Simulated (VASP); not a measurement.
Crystal: Cu.

```xyz
1
Lattice="0.0000 1.8075 1.8075 1.8075 0.0000 1.8075 1.8075 1.8075 0.0000" Properties=species:S:1:pos:R:3 pbc="T T T"
Cu    0.0000    0.0000    0.0000
```

| Item | Value |
| --- | --- |
| Program | VASP 6.6.1 |
| Task | relaxation of cell and atoms |
| Functional | revPBE |
| Potentials or basis | VASP PAW PBE potentials, release 64 (Cu) |
| Cutoff | 600 eV |
| k mesh | 13 × 13 × 13 |
| Occupations | fermi-dirac, width 0.05 eV |
| Spin | no spin polarisation |

At the start: pressure 5.9 GPa; volume 11.81 Å³/atom.

Q: Where does the relaxation end?

A: Over 3 steps the energy falls by 8.8 meV/atom and the volume is 12.31 Å³/atom (+4.3 %); space group Fm-3m (No. 225, to 0.05 Å).

The path:
```csv
step,energy change (eV),largest force (eV/Å),pressure (GPa),volume (Å³)
1,0.0000,0.0000,5.88,11.81
2,-0.0069,0.0000,-2.42,12.57
3,-0.0088,0.0000,0.04,12.31
```

Final structure:
```
Cu
1.0
     0.00000    1.83279    1.83279
     1.83279    0.00000    1.83279
     1.83279    1.83279    0.00000
Cu
1
Direct
  0.00000 0.00000 0.00000
```

Caveat: the PAW data sets were made with another functional, which shifts forces and pressure a little.
